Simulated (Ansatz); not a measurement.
# S: from a trial structure to a relaxed crystal

Method: DFT r2SCAN, scalar-relativistic, plane waves, PAW (Ansatz 0.2.0). Cutoff 500 eV, Γ-centred k mesh, Gaussian smearing, no spin polarisation in the final step.

The start puts S on the omega structure type (P6/mmm, No. 191), at a guessed volume.

```
CELL_PARAMETERS angstrom
5.66565 0.00000 0.00000
-2.83282 4.90659 0.00000
0.00000 0.00000 3.47329
ATOMIC_POSITIONS crystal
S 0.00000 0.00000 0.00000
S 0.33333 0.66667 0.50000
S 0.66667 0.33333 0.50000
```

Cell and atoms relax at zero pressure; the relaxation can't lower the symmetry of the start. After a coarse first stage the cell is made exact in the group found at 0.06 Å.

Energies count from the standard state of S at the same level.

(1) What does it relax into?

(2) What are its volume, energy, density and gap?

## Answers

(1) It keeps P6/mmm (No. 191), but not the shape of the type it started on. Conventional cell: a = 6.406 Å, c = 2.092 Å. S on Wyckoff site a (1 atom of the primitive cell) is coordinated by 2 S at 2.09 Å; around S on Wyckoff site d (2 atoms of the primitive cell) lie 2 S at 2.09 Å.

Space group P6/mmm (No. 191). a = 6.406 Å, b = 6.406 Å, c = 2.092 Å, α = 90.00°, β = 90.00°, γ = 120.00°
| atom | site | symmetry | x | y | z |
| --- | --- | --- | --- | --- | --- |
| S | 1a | 6/mmm | 0.0000 | 0.0000 | 0.0000 |
| S | 2d | -6m2 | 0.3333 | 0.6667 | 0.5000 |

(2) The volume per atom is 24.8 Å³. The density is 2.1 g/cm³, the energy over the standard structure is 0.76 eV/atom and the gap on the 9×9×22 mesh is 0 eV (a metal).

The final run used a 9×9×22 mesh on its 3-atom cell and 0.10 eV smearing. The k mesh leaves about 4 meV/atom of noise in metals. No dispersion correction is applied, so the spacing between layers, chains or molecules is poorly fixed, and with it the volume and density. Symmetry constrained the relaxation, so the result can be a saddle point.